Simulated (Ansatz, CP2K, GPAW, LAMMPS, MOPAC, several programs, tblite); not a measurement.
## What each method gives for Se (P3_121)

Se (P3_121) from a database of computed structures, relaxed with r2SCAN+rVV10 in Ansatz, was computed with several methods. Space group P3_121 (No. 152), trigonal; conventional cell a = 4.293 Å, c = 5.041 Å, 26.81 Å³ an atom. Se has 2 Se at 2.39 Å. Spin-unpolarised throughout; all numbers are computed.

```
CELL_PARAMETERS angstrom
4.29266 0.00000 0.00000
-2.14633 3.71755 0.00000
0.00000 0.00000 5.04085
ATOMIC_POSITIONS crystal
Se 0.22847 0.00000 0.33333
Se 0.00000 0.22847 0.66667
Se 0.77153 0.77153 0.00000
```

Gaps and times are for a single point on this cell; volume and bulk modulus come from each method's own relaxation or energy curve at fixed shape, which is too stiff where a cell has free coordinates or axes. Times are rough, from shared hosts (Arm Neoverse V1), and each method has its own mesh and cell size. A double dagger marks a value from a curve with shape and coordinates held. A star marks a curve whose lowest point is an end point. PM6 (MOPAC), PM7 (MOPAC), GFN1-xTB (tblite), GFN2-xTB (tblite) treat a cluster of cells at its zone centre, which samples few k points: where these miss a band edge, the gap comes out too large for that reason alone. Gaps from k meshes are read at a limited set of points (mesh, symmetry points, PBE's band edges), so each method's own least gap may be somewhat smaller. Force fields have no electrons; where one was fitted to this phase, its volume and modulus reflect the fit. xTB and the PM methods were fitted mostly to molecules, and can miss a solid's gap by electronvolts. Minimal bases can be far off for gaps. Curves at held shape can't give the bulk modulus of a layered or molecular crystal, so none is listed. GLLB-SC's gap includes the derivative discontinuity. d marks a direct gap, i an indirect one (no mark: not told apart), a dash a value that wasn't computed or didn't pass its checks.

| method | kind | gap (eV) | own volume (Å³/atom) | bulk modulus (GPa) | atoms computed | processor time |
| --- | --- | --- | --- | --- | --- | --- |
| CdTeZnSeHgS0.sw (LAMMPS) | force field | – | – | – | 3 | 0.13 s |
| CdTeSe.bop.table (LAMMPS) | force field | – | – | – | 3 | 0.14 s |
| GFN1-xTB (tblite) | tight binding | 1.50 | 24.06*‡ | – | 54 | 1.6 s |
| PM6 (MOPAC) | semi-empirical | 3.98 | – | – | 54 | 2.1 s |
| light PBE (260 eV and a coarse mesh) | light plane-wave | 0.81 i | – | – | 3 | 2.3 s |
| PM7 (MOPAC) | semi-empirical | 3.68 | 28.80‡ | – | 54 | 2.3 s |
| GFN2-xTB (tblite) | tight binding | 1.69 | 27.68‡ | – | 54 | 3.9 s |
| PBE/SZV (CP2K) | small basis | 0.70 i | – | – | 3 | 4.4 s |
| PBE/DZVP (CP2K) | small basis | 0.81 i | 28.24‡ | – | 3 | 6.6 s |
| PBE/single zeta (GPAW) | small basis | 0.54 i | – | – | 3 | 7.2 s |
| PBE | semilocal | 0.83 i | – | – | 3 | 24 s |
| GLLB-SC (GPAW) | model potential | 1.45 | – | – | 3 | 30 s |
| r2SCAN | semilocal | 1.06 i | – | – | 3 | 53 s |

Against r2SCAN (1.06 eV) and with closed or daggered gaps left aside, the nearest gap at the points sampled is that of PBE (-0.23 eV) and the farthest that of PM6 (MOPAC) (+2.92 eV). r2SCAN is only a yardstick of convenience: semilocal gaps usually lie below measured ones, which GLLB-SC and hybrids aim to mend.

Relaxed on its own, the cell leaves this structure with CdTeZnSeHgS0.sw (LAMMPS), CdTeSe.bop.table (LAMMPS), so no volume is listed.

Spin-orbit coupling is left out.
